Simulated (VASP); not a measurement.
# Li2S (Fm-3m) in VASP: a series of runs

The runs below take Li2S through electric field gradients, with PBE.

All numbers are computed with VASP 6.6.1; they aren't measurements. Logs are shortened: lines on timing, memory, paths and dates and some standing lists are left out, and cuts for length are marked.

### Step 1. The structure

It takes space group Fm-3m (No. 225, cubic). Conventional cell: a = 5.708 Å, b = 5.708 Å, c = 5.708 Å, α = 90.00°, β = 90.00°, γ = 90.00°. Around Li (site symmetry -43m) lie 4 S at 2.47 Å. Around S (site symmetry m-3m) lie 8 Li at 2.47 Å.

### Step 2. Electric field gradients, PBE

The input, INCAR:

```
SYSTEM = Li2S
PREC = Accurate
ENCUT = 520
EDIFF = 1E-8
ISMEAR = -1
SIGMA = 0.02
LREAL = .False.
LASPH = .True.
NELM = 80
ALGO = Normal
ISIF = 2
LWAVE = .False.
LCHARG = .False.
GGA = PE
LEFG = .True.
NBANDS = 13
```

The input, KPOINTS:

```
regular mesh
0
Gamma
  7 7 7
  0 0 0
```

The input, POSCAR:

```
Li2S
1.0
    0.0000000000      2.8540000000      2.8540000000
    2.8540000000      0.0000000000      2.8540000000
    2.8540000000      2.8540000000      0.0000000000
Li S
2 1
Direct
    0.2500000000      0.2500000000      0.2500000000
    0.7500000000      0.7500000000      0.7500000000
    0.0000000000      0.0000000000      0.0000000000
```

Potentials or basis: VASP PAW PBE potentials, release 64 (Li_sv, S).

Command:

```console
> cat potpaw_PBE.64/Li_sv/POTCAR potpaw_PBE.64/S/POTCAR > POTCAR
> mpirun -np 1 vasp_std > vasp.out
```

OUTCAR:

```text
SYSTEM = Li2S
   PREC = Accurate
   ENCUT = 520
   EDIFF = 1E-8
   ISMEAR = -1
   LREAL = .False.
   LASPH = .True.
   NELM = 80
   ISIF = 2
   GGA = PE

 ion  position               nearest neighbor table
   1  0.250  0.250  0.250-   3 2.47   3 2.47   3 2.47   3 2.47
   2  0.750  0.750  0.750-   3 2.47   3 2.47   3 2.47   3 2.47
   3  0.000  0.000  0.000-   2 2.47   2 2.47   2 2.47   1 2.47   2 2.47   1 2.47   1 2.47   1 2.47

  LATTYP: Found a face centered cubic cell.
 ALAT       =     5.7080000000

  Lattice vectors:

 A1 = (   0.0000000000,   2.8540000000,   2.8540000000)
 A2 = (   2.8540000000,   0.0000000000,   2.8540000000)
 A3 = (   2.8540000000,   2.8540000000,   0.0000000000)

Analysis of symmetry for initial positions (statically):
=====================================================================
 Subroutine PRICEL returns:
 Original cell was already a primitive cell.

 Routine SETGRP: Setting up the symmetry group for a
 face centered cubic supercell.

 Subroutine GETGRP returns: Found 48 space group operations
 (whereof 48 operations were pure point group operations)
 out of a pool of 48 trial point group operations.

The static configuration has the point symmetry O_h .

Analysis of symmetry for dynamics (positions and initial velocities):
=====================================================================
 Subroutine PRICEL returns:
 Original cell was already a primitive cell.

 Routine SETGRP: Setting up the symmetry group for a
 face centered cubic supercell.

 Subroutine GETGRP returns: Found 48 space group operations
 (whereof 48 operations were pure point group operations)
 out of a pool of 48 trial point group operations.

The dynamic configuration has the point symmetry O_h .

 Subroutine INISYM returns: Found 48 space group operations
 (whereof 48 operations are pure point group operations),
 and found     1 'primitive' translations

----------------------------------------------------------------------------------------

                                     Primitive cell

  volume of cell :      46.4935

  direct lattice vectors                    reciprocal lattice vectors
     0.000000000  2.854000000  2.854000000    -0.175192712  0.175192712  0.175192712
     2.854000000  0.000000000  2.854000000     0.175192712 -0.175192712  0.175192712
     2.854000000  2.854000000  0.000000000     0.175192712  0.175192712 -0.175192712

  length of vectors
     4.036165507  4.036165507  4.036165507     0.303442678  0.303442678  0.303442678

  position of ions in fractional coordinates (direct lattice)
     0.250000000  0.250000000  0.250000000
     0.750000000  0.750000000  0.750000000
     0.000000000  0.000000000  0.000000000

  ion indices of the primitive-cell ions
   primitive index   ion index
                 1           1
                 2           2
                 3           3

----------------------------------------------------------------------------------------

 KPOINTS: regular mesh

Automatic generation of k-mesh.
 Grid dimensions read from file:
 generate k-points for:    7    7    7

 Generating k-lattice:

  Cartesian coordinates                     Fractional coordinates (reciprocal lattice)
    -0.025027530  0.025027530  0.025027530     0.142857143  0.000000000  0.000000000
     0.025027530 -0.025027530  0.025027530     0.000000000  0.142857143  0.000000000
     0.025027530  0.025027530 -0.025027530     0.000000000  0.000000000  0.142857143

  Length of vectors
     0.043348954  0.043348954  0.043348954

  Shift w.r.t. Gamma in fractional coordinates (k-lattice)
     0.000000000  0.000000000  0.000000000

 Subroutine IBZKPT returns following result:
[... 36 lines left out ...]
   ISTART =      0    job   : 0-new  1-cont  2-samecut
   ICHARG =      2    charge: 1-file 2-atom 10-const
   ISPIN  =      1    spin polarized calculation?
   LNONCOLLINEAR =      F non collinear calculations
   LSORBIT =      F    spin-orbit coupling
   LASPH  =      T    aspherical Exc in radial PAW
   ENCUT  =  520.0 eV  38.22 Ry    6.18 a.u.   7.50  7.50  7.50*2*pi/ulx,y,z
   NELM   =     80;   NELMIN=  2; NELMDL= -5     # of ELM steps
   EDIFF  = 0.1E-07   stopping-criterion for ELM
   LREAL  =      F    real-space projection
   EDIFFG = 0.1E-06   stopping-criterion for IOM
   NSW    =      0    number of steps for IOM
   IBRION =     -1    ionic relax: 0-MD 1-quasi-New 2-CG
   NFREE  =      0    steps in history (QN), initial steepest desc. (CG)
   ISIF   =      2    stress and relaxation
   ISYM   =      2    0-nonsym 1-usesym 2-fastsym
   POTIM  = 0.5000    time-step for ionic-motion
   TEBEG  =    0.0;   TEEND  =   0.0 temperature during run
   PSTRESS=    0.0 pullay stress
   NELECT =      12.0000    total number of electrons
   NUPDOWN=      -1.0000    fix difference up-down
   EMIN   =  10.00;   EMAX   =-10.00  energy-range for DOS
   EFERMI =   0.00;   METHOD = LEGACY
   ISMEAR =    -1;   SIGMA  =   0.02  broadening in eV -4-tet -1-fermi 0-gaus
   EFERMI_NEDOS =   21; number of points for ismear=-14 and -15
   IALGO  =     38    algorithm
   IMIX   =      4    mixing-type and parameters
     AMIX     =   0.40;   BMIX     =  1.00
     AMIX_MAG =   1.60;   BMIX_MAG =  1.00
  volume/ion in A,a.u.               =      15.50       104.58
  Fermi-wavevector in a.u.,A,eV,Ry     =   1.042328  1.969715 14.782032  1.086449
  Thomas-Fermi vector in A             =   2.176989
   LORBIT       =      0    0 simple, 1 ext, 2 COOP (PROOUT), +10 PAW based schemes
   GGA     = PE    functional components
   LHFCALC =     F    Hartree Fock is set to
   AEXX    =    0.0000 exact exchange contribution
   IVDW    =     0    specifies the selected vdW correction
   LEPSILON=     F    determine dielectric tensor
   LRPA    =     F    only Hartree local field effects (RPA)
 non-spin polarized calculation
  energy-cutoff  :      520.00
  volume of cell :       46.49
 maximum number of plane-waves:      1267
 NGX is ok and might be reduce to    30
   NGX = 15   NGY = 15   NGZ = 15

 number of electron      11.9999984 magnetization

 Free energy of the ion-electron system (eV)
  ---------------------------------------------------
  ext. energy  EPLUGINS =         0.00000000
  ---------------------------------------------------
  free energy    TOTEN  =       -11.99600115 eV

  energy without entropy =      -11.99600115  energy(sigma->0) =      -11.99600115

 E-fermi :   1.8585     XC(G=0):  -8.4874

 val. band max:        1.4326187082   @ k =   0.0000   0.0000   0.0000
 cond. band min:       4.9707670369   @ k =   0.4286   0.4286   0.0000
 fundamental gap:      3.5381483287
 Fermi energy:         1.8584970839

 k-point     1 :       0.0000    0.0000    0.0000
  band No.  band energies     occupation
      1     -42.7575      2.00000
      2     -42.7156      2.00000
      3      -9.5763      2.00000
      4       1.4326      2.00000
      5       1.4326      2.00000
      6       1.4326      2.00000
      7       5.6819      0.00000
      8       7.6594      0.00000
      9       7.6594      0.00000
     10       7.6594      0.00000
     11      12.5980      0.00000
     12      12.5980      0.00000
     13      13.8321      0.00000
[... 290 lines left out ...]
  band No.  band energies     occupation
      1     -42.7364      2.00000
      2     -42.7347      2.00000
      3      -9.0239      2.00000
      4      -0.6262      2.00000
      5      -0.4200      2.00000
      6       0.0946      2.00000
      7       6.7193      0.00000
      8       8.8878      0.00000
      9      10.2279      0.00000
     10      10.7452      0.00000
     11      12.3841      0.00000
     12      12.5678      0.00000
     13      14.9738      0.00000

------------------------ aborting loop because EDIFF is reached ----------------------------------------

  FORCE on cell =-STRESS in cart. coord.  units (eV):
  Direction    XX          YY          ZZ          XY          YZ          ZX
  --------------------------------------------------------------------------------------
  -------------------------------------------------------------------------------------
  Total       -0.0409932     -0.0409932     -0.0409932     -0.0000000      0.0000000      0.0000000
  in kB       -1.4126383     -1.4126383     -1.4126383     -0.0000000      0.0000000      0.0000000
  external PRESSURE =      -1.4126383 kB  Pullay stress =       0.0000000 kB

 VOLUME and BASIS-vectors are now :
 -----------------------------------------------------------------------------
  energy-cutoff  :      520.00
  volume of cell :       46.49
      direct lattice vectors                 reciprocal lattice vectors
     0.000000000  2.854000000  2.854000000    -0.175192712  0.175192712  0.175192712
     2.854000000  0.000000000  2.854000000     0.175192712 -0.175192712  0.175192712
     2.854000000  2.854000000  0.000000000     0.175192712  0.175192712 -0.175192712

 POSITION                                       TOTAL-FORCE (eV/Angst)
 -----------------------------------------------------------------------------------
      1.42700      1.42700      1.42700        -0.000000     -0.000000     -0.000000
      4.28100      4.28100      4.28100         0.000000      0.000000      0.000000
      0.00000      0.00000      0.00000        -0.000000     -0.000000      0.000000
 -----------------------------------------------------------------------------------
    total drift:                                0.000000     -0.000000      0.000000

  FREE ENERGIE OF THE ION-ELECTRON SYSTEM (eV)
  ---------------------------------------------------
  free  energy   TOTEN  =       -11.9960011496 eV

  energy  without entropy=      -11.9960011496  energy(sigma->0) =      -11.99600115

 Electric field gradients (V/A^2)
---------------------------------------------------------------------
 ion       V_xx      V_yy      V_zz      V_xy      V_xz      V_yz
---------------------------------------------------------------------
   1       0.000     0.000     0.000     0.007     0.007     0.007
   2      -0.000     0.000     0.000     0.007     0.007     0.007
   3      -0.000    -0.000    -0.000    -0.000    -0.000    -0.000
---------------------------------------------------------------------

 Electric field gradients after diagonalization (V/A^2)
 (convention: |V_zz| > |V_xx| > |V_yy|)
----------------------------------------------------------------------
 ion       V_xx      V_yy      V_zz     asymmetry (V_yy - V_xx)/ V_zz
----------------------------------------------------------------------
   1      -0.007    -0.007     0.013       0.000
   2      -0.007    -0.007     0.013       0.000
   3       0.000     0.000    -0.001       0.000
----------------------------------------------------------------------

           NMR quadrupolar parameters

 Cq : quadrupolar parameter    Cq=e*Q*V_zz/h
 eta: asymmetry parameters     (V_yy - V_xx)/ V_zz
 Q  : nuclear electric quadrupole moment in mb (millibarn)
----------------------------------------------------------------------
 ion       Cq(MHz)       eta       Q (mb)
----------------------------------------------------------------------
   1       0.000       0.000       1.000
   2       0.000       0.000       1.000
   3      -0.000       0.000       1.000
----------------------------------------------------------------------
```

Wall time 25 s (1 thread of Intel Xeon Platinum 8375C at 2.90GHz (Ice Lake), shared host); peak memory 0.16 GiB.

What came out:

```
Free energy            : -11.9960 eV
Band gap on the k mesh : 3.54 eV, indirect (least direct gap 4.25 eV)
```

Electric field gradients, principal values (V/Å²):
```csv
atom,Vxx,Vyy,Vzz
1 Li,-0.007,-0.007,0.013
2 Li,-0.007,-0.007,0.013
3 S,0.000,0.000,-0.001
```

Caveat: the cutoff is under 1.25 times the usual one of these potentials, so pressure, stress and relaxed cells hold a basis-set (Pulay) error; an odd mesh through Γ misses points on the zone boundary, where band edges often lie.

### Step 3. Electric field gradients, PBE

The input, INCAR:

```
SYSTEM = Li2S
PREC = Accurate ; ENCUT = 520
EDIFF = 1E-8 ; ISMEAR = -1
SIGMA = 0.02 ; LREAL = .FALSE.
LASPH = .TRUE. ; NELM = 100
ALGO = Fast ; ISIF = 2
LWAVE = .FALSE. ; LCHARG = .FALSE.
GGA = PE ; LEFG = .TRUE.
NBANDS = 13
```

The input, KPOINTS:

```
regular mesh
0
G
  7 7 7
  0 0 0
```

POSCAR is that of step 2.

Potentials or basis: VASP PAW PBE potentials, release 64 (Li_sv, S).

Command:

```console
> cat potpaw_PBE.64/Li_sv/POTCAR potpaw_PBE.64/S/POTCAR > POTCAR
> mpirun -np 1 vasp_std > vasp.out
```

OUTCAR:

```text
SYSTEM = Li2S
   PREC = Accurate
   ENCUT = 520
   EDIFF = 1E-8
   ISMEAR = -1
   LREAL = .FALSE.
   LASPH = .TRUE.
   NELM = 100
   ISIF = 2
   GGA = PE

 ion  position               nearest neighbor table
   1  0.250  0.250  0.250-   3 2.47   3 2.47   3 2.47   3 2.47
   2  0.750  0.750  0.750-   3 2.47   3 2.47   3 2.47   3 2.47
   3  0.000  0.000  0.000-   2 2.47   2 2.47   2 2.47   1 2.47   2 2.47   1 2.47   1 2.47   1 2.47

  LATTYP: Found a face centered cubic cell.
 ALAT       =     5.7080000000

  Lattice vectors:

 A1 = (   0.0000000000,   2.8540000000,   2.8540000000)
 A2 = (   2.8540000000,   0.0000000000,   2.8540000000)
 A3 = (   2.8540000000,   2.8540000000,   0.0000000000)

Analysis of symmetry for initial positions (statically):
=====================================================================
 Subroutine PRICEL returns:
 Original cell was already a primitive cell.

 Routine SETGRP: Setting up the symmetry group for a
 face centered cubic supercell.

 Subroutine GETGRP returns: Found 48 space group operations
 (whereof 48 operations were pure point group operations)
 out of a pool of 48 trial point group operations.

The static configuration has the point symmetry O_h .

Analysis of symmetry for dynamics (positions and initial velocities):
=====================================================================
 Subroutine PRICEL returns:
 Original cell was already a primitive cell.

 Routine SETGRP: Setting up the symmetry group for a
 face centered cubic supercell.

[... 470 lines left out ...]
      7       6.7193      0.00000
      8       8.8878      0.00000
      9      10.2279      0.00000
     10      10.7452      0.00000
     11      12.3841      0.00000
     12      12.5678      0.00000
     13      14.9738      0.00000

------------------------ aborting loop because EDIFF is reached ----------------------------------------

  FORCE on cell =-STRESS in cart. coord.  units (eV):
  Direction    XX          YY          ZZ          XY          YZ          ZX
  --------------------------------------------------------------------------------------
  -------------------------------------------------------------------------------------
  Total       -0.0409174     -0.0409174     -0.0409174      0.0000000      0.0000000     -0.0000000
  in kB       -1.4100255     -1.4100255     -1.4100255      0.0000000      0.0000000     -0.0000000
  external PRESSURE =      -1.4100255 kB  Pullay stress =       0.0000000 kB

 VOLUME and BASIS-vectors are now :
 -----------------------------------------------------------------------------
  energy-cutoff  :      520.00
  volume of cell :       46.49
      direct lattice vectors                 reciprocal lattice vectors
     0.000000000  2.854000000  2.854000000    -0.175192712  0.175192712  0.175192712
     2.854000000  0.000000000  2.854000000     0.175192712 -0.175192712  0.175192712
     2.854000000  2.854000000  0.000000000     0.175192712  0.175192712 -0.175192712

 POSITION                                       TOTAL-FORCE (eV/Angst)
 -----------------------------------------------------------------------------------
      1.42700      1.42700      1.42700         0.000000     -0.000000      0.000000
      4.28100      4.28100      4.28100        -0.000000      0.000000     -0.000000
      0.00000      0.00000      0.00000        -0.000000      0.000000     -0.000000
 -----------------------------------------------------------------------------------
    total drift:                                0.000000     -0.000000      0.000000

  FREE ENERGIE OF THE ION-ELECTRON SYSTEM (eV)
  ---------------------------------------------------
  free  energy   TOTEN  =       -11.9960011796 eV

  energy  without entropy=      -11.9960011796  energy(sigma->0) =      -11.99600118

 Electric field gradients (V/A^2)
---------------------------------------------------------------------
 ion       V_xx      V_yy      V_zz      V_xy      V_xz      V_yz
---------------------------------------------------------------------
   1       0.000     0.000    -0.000     0.007     0.007     0.007
   2       0.000     0.000    -0.000     0.007     0.007     0.007
   3      -0.000    -0.000     0.000    -0.000    -0.000    -0.000
---------------------------------------------------------------------

 Electric field gradients after diagonalization (V/A^2)
 (convention: |V_zz| > |V_xx| > |V_yy|)
----------------------------------------------------------------------
 ion       V_xx      V_yy      V_zz     asymmetry (V_yy - V_xx)/ V_zz
----------------------------------------------------------------------
   1      -0.007    -0.007     0.013       0.000
   2      -0.007    -0.007     0.013       0.000
   3       0.000     0.000    -0.001       0.000
----------------------------------------------------------------------

           NMR quadrupolar parameters

 Cq : quadrupolar parameter    Cq=e*Q*V_zz/h
 eta: asymmetry parameters     (V_yy - V_xx)/ V_zz
 Q  : nuclear electric quadrupole moment in mb (millibarn)
----------------------------------------------------------------------
 ion       Cq(MHz)       eta       Q (mb)
----------------------------------------------------------------------
   1       0.000       0.000       1.000
   2       0.000       0.000       1.000
   3      -0.000       0.000       1.000
----------------------------------------------------------------------
```

OSZICAR:

```text
N       E                     dE             d eps       ncg     rms          rms(c)
DAV:   1     0.449631868332E+02    0.44963E+02   -0.52308E+03   528   0.884E+02
DAV:   2    -0.492751734945E+01   -0.49891E+02   -0.47241E+02   666   0.192E+02
DAV:   3    -0.121232208486E+02   -0.71957E+01   -0.71513E+01   991   0.463E+01
[... 18 lines left out ...]
RMM:  22    -0.119960012242E+02   -0.11410E-07   -0.52097E-08   542   0.167E-03    0.125E-04
RMM:  23    -0.119960012668E+02   -0.42559E-07   -0.49415E-08   569   0.149E-03    0.223E-04
RMM:  24    -0.119960012185E+02    0.48307E-07   -0.13803E-08   517   0.134E-03    0.102E-04
RMM:  25    -0.119960011816E+02    0.36854E-07   -0.13898E-09   528   0.135E-03    0.188E-05
RMM:  26    -0.119960011796E+02    0.20518E-08   -0.64823E-08   517   0.142E-03
   1 F= -.11996001E+02 E0= -.11996001E+02  d E =-.254465E-11
```

stdout:

```text
POSCAR found type information on POSCAR LiS
 POSCAR found :  2 types and       3 ions
 scaLAPACK will be used
 LDA part: xc-table for (Slater+PW92), standard interpolation
[... 18 lines left out ...]
 num prob  num prob  num prob  num prob  num prob  num prob  num prob  num prob  num prob  num prob  num prob  num prob  num prob  num prob  num prob  num prob  num prob  num prob  num prob  num prob  num prob  num prob  num prob  num prob  num prob  num prob  num prob  num prob  num prob  num prob  num prob  num prob  num prob  num prob  num prob  num prob  num prob  num prob  num prob  num prob  num prob  num prob  num prob  num prob  num prob  num prob  num prob  num prob  num prob  num prob  num prob  num prob  num prob  num prob  num prob  num prob  num prob  num prob  num prob  num prob  num prob  num prob  num prob  num prob  num prob  num prob  num prob  num prob  num prob RMM:  26    -0.119960011796E+02    0.20518E-08   -0.64823E-08   517   0.142E-03
ion   1

ion   2

ion   3
```

Wall time 38 s (1 thread of Intel Xeon Platinum 8375C at 2.90GHz (Ice Lake), shared host); peak memory 0.15 GiB.

Results:

```yaml
Free_energy: -11.9960 eV
Band_gap_on_the_k_mesh: 3.54 eV, indirect (least direct gap 4.25 eV)
```

Electric field gradients, principal values (V/Å²):
```tsv
atom	Vxx	Vyy	Vzz
1 Li	-0.007	-0.007	0.013
2 Li	-0.007	-0.007	0.013
3 S	0.000	0.000	-0.001
```

Caveat: the cutoff is under 1.25 times the usual one of these potentials, so pressure, stress and relaxed cells hold a basis-set (Pulay) error; an odd mesh through Γ misses points on the zone boundary, where band edges often lie.
